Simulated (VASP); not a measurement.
Set up this calculation in VASP 6.6.1, as the native input.

| Property | Result |
| --- | --- |
| Task | relaxation of cell and atoms |
| Functional | vdW-DF |
| Potentials or basis | VASP PAW PBE potentials, release 64 (Ta_pv, N) |
| Cutoff | 600 eV |
| k mesh | 10 × 10 × 5 |
| Occupations | fermi-dirac, width 0.05 eV |
| Spin | no spin polarisation |
| Further INCAR settings | ALGO = Fast; EDIFF = 1e-06; IBRION = 2; EDIFFG = -0.02; NSW = 60; ISIF = 3 |

The structure of TaN lies in POSCAR:

```
TaN
1.0
    2.9217699809      0.0000000000      0.0000000000
   -1.4608849905      2.5303270275      0.0000000000
    0.0000000000      0.0000000000      5.9165150000
Ta N
2 2
Direct
    0.0000000000      0.0000000000      0.5000000000
    0.0000000000      0.0000000000      0.0000000000
    0.3333333333      0.6666666667      0.2500000000
    0.6666666667      0.3333333333      0.7500000000
```

The cell comes from a database or a generator and needn't be the stable form of this composition.

These files were run (other wordings do the same):

INCAR

```
PREC = Accurate ; ENCUT = 600
EDIFF = 1E-6 ; ISMEAR = -1
SIGMA = 0.05 ; LREAL = False
LASPH = True ; NELM = 100
ALGO = Fast ; ISIF = 3
LWAVE = False ; LCHARG = False
GGA = RE ; LUSE_VDW = True
AGGAC = 0.0 ; IBRION = 2
NSW = 60 ; EDIFFG = -0.02
```

KPOINTS

```
Automatic mesh
0
Gamma
  10 10 5
```

Potentials or basis: VASP PAW PBE potentials, release 64 (Ta_pv, N).

The run is started by

```console
$ cat potpaw_PBE.64/Ta_pv/POTCAR potpaw_PBE.64/N/POTCAR > POTCAR
$ mpirun -np 1 vasp_std > vasp.out
```

Results of the run:

```
Relaxed volume                         : 11.24 Å³/atom
Relaxed cell                           : a = 2.947 Å, b = 2.947 Å, c = 5.974 Å, α = 90.00°, β = 90.00°, γ = 120.00°
Space group after relaxing (to 0.05 Å) : P6_3/mmc (No. 194)
Energy gained by relaxing              : 8.4 meV/atom
Ionic steps                            : 7
Pressure after relaxing                : 0.2 GPa
Band gap on the k mesh                 : none (metal or under the smearing width)
```

Caveat: the PAW data sets were made with another functional, which shifts forces and pressure a little.

It took 8.1 min on 1 thread of Intel(R) Xeon(R) Platinum 8259CL CPU @ 2.50GHz (Skylake/Cascade Lake), with other jobs on the host, peak memory 0.38 GiB.
